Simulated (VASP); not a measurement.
# BAs (F-43m) in VASP: notebook, part 2 of 2

VASP 6.6.1. Earlier steps stand in the parts before.

### Step 3. Single point, PBE

Contents of INCAR:

```
SYSTEM = BAs
PREC = Accurate
ENCUT = 520
EDIFF = 1E-7
ISMEAR = 0
SIGMA = 0.024
LREAL = .False.
LASPH = .True.
NELM = 60
ALGO = Fast
ISIF = 2
LWAVE = .False.
LCHARG = .True.
GGA = PE
LELF = .True.
LVHAR = .True.
NBANDS = 11
```

Contents of KPOINTS:

```
regular mesh
0
Gamma
  10 10 10
  0 0 0
```

Contents of POSCAR:

```
BAs
1.0
    0.0000000000      2.3885000000      2.3885000000
    2.3885000000      0.0000000000      2.3885000000
    2.3885000000      2.3885000000      0.0000000000
As B
1 1
Direct
    0.7500000000      0.7500000000      0.7500000000
    0.0000000000      0.0000000000      0.0000000000
```

Potentials or basis: VASP PAW PBE potentials, release 64 (As, B).

Started as:

```
> cat potpaw_PBE.64/As/POTCAR potpaw_PBE.64/B/POTCAR > POTCAR
> mpirun -np 1 vasp_std > vasp.out
```

OUTCAR:

```text
SYSTEM = BAs
   PREC = Accurate
   ENCUT = 520
   EDIFF = 1E-7
   ISMEAR = 0
   LREAL = .False.
   LASPH = .True.
   NELM = 60
   ISIF = 2
   GGA = PE

 ion  position               nearest neighbor table
   1  0.750  0.750  0.750-   2 2.07   2 2.07   2 2.07   2 2.07
   2  0.000  0.000  0.000-   1 2.07   1 2.07   1 2.07   1 2.07

  LATTYP: Found a face centered cubic cell.
 ALAT       =     4.7770000000

  Lattice vectors:

 A1 = (   0.0000000000,   2.3885000000,   2.3885000000)
 A2 = (   2.3885000000,   0.0000000000,   2.3885000000)
 A3 = (   2.3885000000,   2.3885000000,   0.0000000000)

Analysis of symmetry for initial positions (statically):
=====================================================================
 Subroutine PRICEL returns:
 Original cell was already a primitive cell.

 Routine SETGRP: Setting up the symmetry group for a
 face centered cubic supercell.

 Subroutine GETGRP returns: Found 24 space group operations
 (whereof 24 operations were pure point group operations)
 out of a pool of 48 trial point group operations.

The static configuration has the point symmetry T_d .

Analysis of symmetry for dynamics (positions and initial velocities):
[... 191 lines left out ...]
 k-point     1 :       0.0000    0.0000    0.0000
  band No.  band energies     occupation
      1      -9.2750      2.00000
      2       6.1261      2.00000
      3       6.1261      2.00000
      4       6.1261      2.00000
      5       9.4026      0.00000
      6       9.4026      0.00000
      7       9.4026      0.00000
      8      10.8129      0.00000
      9      15.7092      0.00000
     10      19.0767      0.00000
     11      19.0767      0.00000
[... 533 lines left out ...]
 k-point    40 :      -0.2000    0.3000    0.1000
  band No.  band energies     occupation
      1      -6.6531      2.00000
      2      -0.5431      2.00000
      3       1.1148      2.00000
      4       3.5823      2.00000
      5      10.2716      0.00000
      6      11.3532      0.00000
      7      12.3776      0.00000
      8      14.3418      0.00000
      9      17.0805      0.00000
     10      18.8929      0.00000
     11      21.9304      0.00000

 [... further k-points ...]
[... 5 lines left out ...]
  --------------------------------------------------------------------------------------
  -------------------------------------------------------------------------------------
  Total        0.5835036      0.5835036      0.5835036      0.0000000     -0.0000000      0.0000000
  in kB       34.3042863     34.3042863     34.3042863      0.0000000     -0.0000000      0.0000000
  external PRESSURE =      34.3042863 kB  Pullay stress =       0.0000000 kB

 VOLUME and BASIS-vectors are now :
 -----------------------------------------------------------------------------
  energy-cutoff  :      520.00
  volume of cell :       27.25
      direct lattice vectors                 reciprocal lattice vectors
     0.000000000  2.388500000  2.388500000    -0.209336404  0.209336404  0.209336404
     2.388500000  0.000000000  2.388500000     0.209336404 -0.209336404  0.209336404
     2.388500000  2.388500000  0.000000000     0.209336404  0.209336404 -0.209336404

 POSITION                                       TOTAL-FORCE (eV/Angst)
 -----------------------------------------------------------------------------------
      3.58275      3.58275      3.58275        -0.000000      0.000000     -0.000000
      0.00000      0.00000      0.00000         0.000000     -0.000000      0.000000
 -----------------------------------------------------------------------------------
    total drift:                                0.000000      0.000000      0.000000

  FREE ENERGIE OF THE ION-ELECTRON SYSTEM (eV)
  ---------------------------------------------------
  free  energy   TOTEN  =       -11.4064028832 eV

  energy  without entropy=      -11.4064028832  energy(sigma->0) =      -11.40640288
```

It took 17 s on 1 thread of Intel Xeon Platinum 8488C (Sapphire Rapids), shared host; peak memory 0.15 GiB.

Results:

```yaml
Free_energy: -11.4064 eV
Pressure: 3.4 GPa
Band_gap_on_the_k_mesh: 1.18 eV, indirect (least direct gap 3.28 eV)
```

### Step 4. Single point, LDA

Contents of INCAR:

```
PREC = Accurate
ENCUT = 520
EDIFF = 1E-6
ISMEAR = 0
SIGMA = 0.1
LREAL = F
LASPH = T
NELM = 100
ALGO = Normal
ISIF = 2
LWAVE = F
LCHARG = F
```

Contents of KPOINTS:

```
regular mesh
0
Gamma
  10 10 10
```

Contents of POSCAR:

```
BAs
3.3778
    0.000000000000      0.707117058440      0.707117058440
    0.707117058440      0.000000000000      0.707117058440
    0.707117058440      0.707117058440      0.000000000000
As B
1 1
Direct
    0.7500000000      0.7500000000      0.7500000000
    0.0000000000      0.0000000000      0.0000000000
```

Potentials or basis: VASP PAW LDA potentials, release 64 (As, B).

Started as:

```
> cat potpaw_LDA.64/As/POTCAR potpaw_LDA.64/B/POTCAR > POTCAR
> mpirun -np 1 vasp_std > vasp.out
```

Wall time 18 s (1 thread of Intel Xeon Platinum 8375C at 2.90GHz (Ice Lake), shared host); peak memory 0.14 GiB.

It converged, with:

```yaml
Free_energy: -12.9209 eV
Pressure: -3.1 GPa
Band_gap_on_the_k_mesh: 1.12 eV, indirect (least direct gap 3.25 eV)
```

Levels at points of the mesh, in eV from the valence-band top:
```csv
k point,band 2,band 3,band 4,band 5,band 6,band 7
"(0.00, 0.00, 0.00)",0.00,0.00,0.00,3.25,3.25,3.25
"(0.50, 0.00, 0.00)",-8.76,-1.82,-1.82,2.69,4.75,4.75
"(0.50, 0.50, 0.00)",-8.43,-4.08,-4.08,1.34,1.41,11.23
```

A k mesh can miss the band edges.

### Step 5. Overview

```tsv
task	level	potentials or basis	cell	cutoff (eV)	smearing	gap on the mesh (eV)	pressure (GPa)
relaxation of cell and atoms	LAK	VASP PAW PBE potentials, release 64 (As, B)	relaxed	600	fermi-dirac 0.05 eV	1.74	0.0
single point	PBE	VASP PAW PBE potentials, release 64 (As, B)	as given	520	gaussian 0.024 eV	1.18	3.4
single point	LDA	VASP PAW LDA potentials, release 64 (As, B)	as given	520	gaussian 0.1 eV	1.12	-3.1
```

Alike in all rows: no spin polarisation; k mesh 10 × 10 × 10.

Caveats: the PAW data sets were made with another functional, which shifts forces and pressure a little (some runs).

Total energies depend on the potentials used, so only differences within one code and one set of settings carry meaning.
